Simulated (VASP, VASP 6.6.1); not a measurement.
# Ta4GaSe8: nonmagnetic band theory gives a metal where experiment finds a small gap

## Reference data

The reference is an optical gap of 0.12 eV for Ta4GaSe8 at room temperature, obtained from the optical conductivity. It is quoted from earlier work in "Lattice dynamics and electronic excitations in a large family of lacunar spinels with a breathing pyrochlore lattice structure" (2019, arXiv:1912.11079). Resistivity gives 160 meV, so the two probes agree on a small gap but not on its exact size. An optical value contains any electron-hole attraction, and I apply no correction for it. To my mind the more serious question is what kind of gap this is. The cubic room-temperature phase is generally understood as a paramagnetic Mott insulator, with the unpaired electron held on Ta4 clusters. The gap would then come from correlation between electrons, not from a separation of ordinary bands.

| compared with | measured | source's wording or label | T (K) | method |
| --- | --- | --- | --- | --- |
| fundamental gap (eV) | 0.12 | 120 meV (optical gap) | room temperature | optical conductivity |

Conditions are those given with the value in the passage it was taken from; "not stated" means there, and the paper may say more elsewhere. The values are a selection: others may have been left out beforehand as unlike or outlying.

## Method

The aim is the cheapest level that gives the fundamental gap within 20 %, which is about 0.02 eV either way. I choose this window because it asks for the size of the gap and not merely for its existence, while leaving some room for the difference between an optical onset and a fundamental gap.

The model is the cubic cell with 13 atoms at the lattice constant from a published structure refinement, with static nuclei and no spin polarisation. Counting valence electrons gives 20 from Ta, 3 from Ga and 48 from Se, 71 in all. With an odd number per cell, doubly occupied bands cannot all be full or empty, so I expect a metal. Spin-orbit coupling alone does not lift this: time-reversal symmetry still pairs the levels at $\Gamma$.

I start with LDA, and then see whether spin-orbit coupling and a potential made for band gaps leave the count in force. The work is thus as much a test of the model as of the functionals.

System: Ta4GaSe8; F-43m (No. 216), 13 atoms in the cell; conventional a = 10.358 A, from a published structure refinement (COD).

On the selection of runs and values: Electron-phonon renormalisation and excitons are left out; optical values lie below the quasiparticle gap by the exciton binding energy. Further runs on this system are not shown.

## 1. LDA on the mesh and along lines

LDA with a light cutoff and mesh is the cheapest place to begin. I take the levels once on the mesh alone and once with the symmetry lines added, because a coarse mesh can miss a band crossing and make a metal look gapped. I expect no gap once the lines are included.

**Run 1.** VASP 6.6.1: LDA; 350 eV, 4x4x4 k mesh; measured cell; levels on the mesh alone.

Key lines of the input:
```
ALGO = Normal
EDIFF = 1E-06
ENCUT = 350
GGA = CA
ISMEAR = 0
NBANDS = 65
NELM = 100
PREC = Accurate
SIGMA = 0.03
KPOINTS: Gamma, 4 4 4
PAW data sets: Ta_pv Se Ga_d (LDA 64)
```

Command:
```
mpirun -np 8 vasp_std
```

Selected lines of the output:
```
 k-point     1 :       0.0000    0.0000    0.0000
  band No.  band energies     occupation
     51       3.8404      2.00000
     52       3.8404      2.00000
     53       5.1707      0.00000
     54       5.1707      0.00000
     55       5.1707      0.00000
```

Converged; 27 s on 8 cores of AMD EPYC 7R43 64, shared host.

**Run 2.** VASP 6.6.1: LDA; 350 eV, 4x4x4 k mesh; measured cell; levels on the mesh and along the symmetry lines.

Key lines of the input, as changed from run 1:
```diff
- NBANDS = 65
+ NBANDS = 82
+ KPOINTS_OPT: line mode along the symmetry lines
```

Selected lines of the output:
```
 E-fermi :   5.0464
 k-point     1 :       0.0000    0.0000    0.0000
  band No.  band energies     occupation
     51       3.8404      2.00000
     52       3.8404      2.00000
     53       5.1707      0.00000
     54       5.1707      0.00000
     55       5.1707      0.00000
```

Converged; wall time 3 min.

| quantity | run 1 | run 2 | measured |
| --- | --- | --- | --- |
| fundamental gap (eV) | 0.000 | 0.000 | 0.12 |
| kind of gap | no gap (bands touch or overlap) | no gap (bands touch or overlap) |  |

Both runs give a metal, so the coarse mesh alone already finds the overlap and the symmetry lines change nothing in the verdict.

The levels at $\Gamma$ show where the odd electron goes. With the semicore states in the data sets the electron count is still odd, enough to fill 52 bands and half of another. Band 52 lies at 3.8404 eV, and above it comes a threefold degenerate level at 5.1707 eV, bands 53 to 55. This level is empty at $\Gamma$ because it lies above the Fermi energy of 5.0464 eV; the remaining electron occupies lower-lying parts of these bands elsewhere in the zone. The wide separation below the triplet is therefore not the gap I am after. A Mott gap would have to open within the partly filled triplet bands.

## 2. Spin-orbit coupling on the Ta4 triplet

Tantalum is heavy, and spin-orbit coupling should split the triplet into a fourfold and a twofold level, counting spin. That is the missing physics most directly tied to these bands, and it is worth the dearer two-component calculation. One electron in a fourfold level still leaves it partly filled, so I expect the splitting to be plain at $\Gamma$ and the metal to remain. The non-spherical gradient terms in the PAW spheres are switched on as well.

**Run 3.** VASP 6.6.1: LDA with spin-orbit coupling; 350 eV, 4x4x4 k mesh; measured cell; levels on the mesh and along the symmetry lines, LASPH on.

Key lines of the input, as changed from run 2:
```diff
+ GGA_COMPAT = .FALSE.
- NBANDS = 82
+ LASPH = .TRUE.
+ LMAXMIX = 4
+ LNONCOLLINEAR = .TRUE.
+ LSORBIT = .TRUE.
+ MAGMOM = 0 0 0 0 0 0 0 0 0 0 0 0 0 0 0 0 0 0 0 0 0 0 0 0 0 0 0 0 0 0 0 0 0 0 0 0 0 0 0
+ NBANDS = 130
```

Command:
```
mpirun -np 8 vasp_ncl
```

Selected lines of the output:
```
   1 F= -.10141336E+03 E0= -.10141057E+03  d E =-.558606E-02  mag=     0.0000     0.0000     0.0000
 E-fermi :   5.0203
--------------------------------------------------
tot          0.000   0.000   0.000   0.000
```

Converged; wall time 14 min.

| quantity | run 3 | measured | deviation |
| --- | --- | --- | --- |
| fundamental gap (eV) | 0.000 | 0.12 | −0.120 |
| kind of gap | no gap (bands touch or overlap) |  |  |

The gap stays at zero with spin-orbit coupling. The calculation started from zero moments and ended with zero total moment, so time reversal still pairs the levels at $\Gamma$, and an odd number of electrons cannot fill whole pairs. Spin-orbit coupling can rearrange the triplet, but in this nonmagnetic cell it cannot remove the partial filling. The splitting at $\Gamma$ that I expected is not shown in this report, so its size stays unchecked here.

## 3. A gap potential with spin-orbit coupling

The remaining question from the plan is whether a potential made for band gaps changes anything. TB-mBJ usually widens the gaps of ordinary semiconductors considerably at a cost far below that of hybrids or $GW$. I keep spin-orbit coupling on, so that both ingredients act together. By the electron count I expect a metal again: the potential can shift and narrow the bands, but it does not split a half-filled pair.

**Run 4.** VASP 6.6.1: TB-mBJ with spin-orbit coupling; 350 eV, 4x4x4 k mesh; measured cell; levels on the mesh and along the symmetry lines, LASPH on.

Key lines of the input, as changed from run 3:
```diff
- GGA = CA
+ METAGGA = MBJ
- NELM = 100
+ NELM = 150
- PAW data sets: Ta_pv Se Ga_d (LDA 64)
+ PAW data sets: Ta_pv Se Ga_d (PBE 64)
```

Selected lines of the output:
```
DAV:  34     0.427669466275E+04   -0.37431E-06   -0.31469E-10  1552   0.756E-05
--------------------------------------------------
tot          0.000  -0.000  -0.000  -0.000
```

Converged; wall time 24 min.

| quantity | run 4 | measured | deviation |
| --- | --- | --- | --- |
| fundamental gap (eV) | 0.000 | 0.12 | −0.120 |
| kind of gap | no gap (bands touch or overlap) |  |  |

TB-mBJ with spin-orbit coupling also gives a metal, and the total moment is again zero. The change of potential, which came with a change of PAW data sets, leaves the electron count in force. The large positive energy in the log is no sign of trouble: TB-mBJ defines a potential without a matching energy functional, so its total energy has no physical meaning.

The miss is therefore not the usual underestimate of a band gap. All three levels lack a gap for the same reason, an odd electron count in a nonmagnetic cell.

## 4. A denser mesh for LDA

Before closing I check the sampling on the plain LDA calculation, where a denser mesh is cheap. It may move the Fermi energy a little, since the partly filled bands are sampled more finely. I expect no gap, because refining the mesh does not change the number of electrons per cell.

**Run 5.** VASP 6.6.1: LDA; 350 eV, 6x6x6 k mesh; measured cell; levels on the mesh and along the symmetry lines.

Key lines of the input, as changed from run 2:
```diff
- KPOINTS: Gamma, 4 4 4
+ KPOINTS: Gamma, 6 6 6
```

Selected lines of the output:
```
 E-fermi :   5.0798
  band No.  band energies     occupation
     53       5.1708      0.00002
```

Converged; wall time 2.8 min.

| quantity | run 5 | measured | deviation |
| --- | --- | --- | --- |
| fundamental gap (eV) | 0.000 | 0.12 | −0.120 |
| kind of gap | no gap (bands touch or overlap) |  |  |

The denser mesh leaves LDA metallic. The Fermi energy rises by about 0.03 eV, while the triplet at $\Gamma$ moves by only 0.0001 eV, so the change lies in how the partly filled bands are sampled and not in the levels themselves. A shift of that size would matter for details of the Fermi surface, but not for whether a gap exists.



## 5. A higher cutoff for LDA

The mesh has been checked for LDA but the plane-wave cutoff has not, and a run at 500 eV costs little. The electron count already rules out a gap, so I expect the metal to stay. What the run can settle is whether the position of the triplet at $\Gamma$ relative to the Fermi energy, on which my reading of the bands rests, depends on the light cutoff.

**Run 6.** VASP 6.6.1: LDA; 500 eV, 4x4x4 k mesh; measured cell; levels on the mesh and along the symmetry lines.

Key lines of the input, as changed from run 2:
```diff
- ENCUT = 350
+ ENCUT = 500
```

Selected lines of the output:
```
 E-fermi :   5.0462
  band No.  band energies     occupation
     53       5.1704      0.00000
```

Converged; wall time 5.1 min.

| quantity | run 6 | measured | deviation |
| --- | --- | --- | --- |
| fundamental gap (eV) | 0.000 | 0.12 | −0.120 |
| kind of gap | no gap (bands touch or overlap) |  |  |

At the higher cutoff LDA is still a metal. The triplet at $\Gamma$ lies about 0.12 eV above the Fermi energy at both cutoffs, so my reading of the bands does not depend on this setting. That distance happens to resemble the measured gap, but it is only the height of one empty level above the Fermi energy of a metal and has no bearing on the comparison.

## Comparison with experiment

| run | settings | fundamental gap (eV) | deviation | cost |
| --- | --- | --- | --- | --- |
| 1 | LDA, 350 eV, 4x4x4 k mesh, levels on the mesh alone | 0.000 | −0.120 | 3.6 core-min |
| 2 | LDA, 350 eV, 4x4x4 k mesh, levels on the mesh and along the symmetry lines | 0.000 | −0.120 | 24 core-min |
| 3 | LDA with spin-orbit coupling, 350 eV, 4x4x4 k mesh, levels on the mesh and along the symmetry lines, LASPH on | 0.000 | −0.120 | 1.9 core-h |
| 4 | TB-mBJ with spin-orbit coupling, 350 eV, 4x4x4 k mesh, levels on the mesh and along the symmetry lines, LASPH on | 0.000 | −0.120 | 3.2 core-h |
| 5 | LDA, 350 eV, 6x6x6 k mesh, levels on the mesh and along the symmetry lines | 0.000 | −0.120 | 22 core-min |
| 6 | LDA, 500 eV, 4x4x4 k mesh, levels on the mesh and along the symmetry lines | 0.000 | −0.120 | 41 core-min |
|  | measured | 0.12 |  |  |

Further runs on the same system, made beside this series (convergence steps with loose settings among them):

| further | settings | fundamental gap (eV) | deviation | cost |
| --- | --- | --- | --- | --- |
| F1 | r2SCAN, 350 eV, 4x4x4 k mesh, measured cell, levels on the mesh and along the symmetry lines, LASPH on | 0.000 | −0.120 | 79 core-min |
| F2 | TB-mBJ, 350 eV, 4x4x4 k mesh, measured cell, levels on the mesh and along the symmetry lines, LASPH on | 0.000 | −0.120 | 36 core-min |
| F3 | LDA, 350 eV, 4x4x4 k mesh, LDA-relaxed cell, levels on the mesh and along the symmetry lines | 0.000 | −0.120 | 45 core-min |
|  | measured | 0.12 |  |  |

## Discussion

The target is missed at every level: LDA, r2SCAN and TB-mBJ all give a metal where the optical measurement has a gap of 0.12 eV. No level here is accurate enough, so there is no cheapest one to name. The larger value from resistivity would not change this call.

The miss follows from the model. An odd number of electrons per cell cannot fill whole bands as long as time reversal keeps the levels paired at $\Gamma$. Spin-orbit coupling does not lift that pairing, and TB-mBJ changes the potential but not the count. Relaxing the cubic cell with LDA does not open a gap either.

The first LDA run, at 3.6 core-minutes, already held the answer. Its levels at $\Gamma$ also showed the threefold set of bands that takes the odd electron. The run with spin-orbit coupling tested an ingredient that matters for tantalum, though the count had foretold its outcome. TB-mBJ with spin-orbit coupling, the dearest run at 3.2 core-hours, added little. The denser mesh and higher cutoff confirmed the LDA metal but could not have repaired it.

The whole 0.12 eV is missing, and the well-established explanation is Mott localisation of the odd electron on the Ta4 clusters. That is an argument from theory; these runs show only that nonmagnetic band theory fails in this cell. They leave open how large a gap correlation would give. Dynamical mean-field theory for the cluster orbitals, with spin-orbit coupling, would be the natural next method, since it can describe an insulator without magnetic order.

[Logs are printed without paths, hosts, clocks, repeated set-up lines and the standing remarks that a program may print on its own settings, such as how far it seeks lower states.]

[The runs shown are a pick from a larger set of finished runs; failed, doubtful and other runs were left out of it ahead of writing. So were measured values far from every level or from commonly accepted values, and agreement can look better than it is. Lines of input and output are excerpts and may be shortened.]
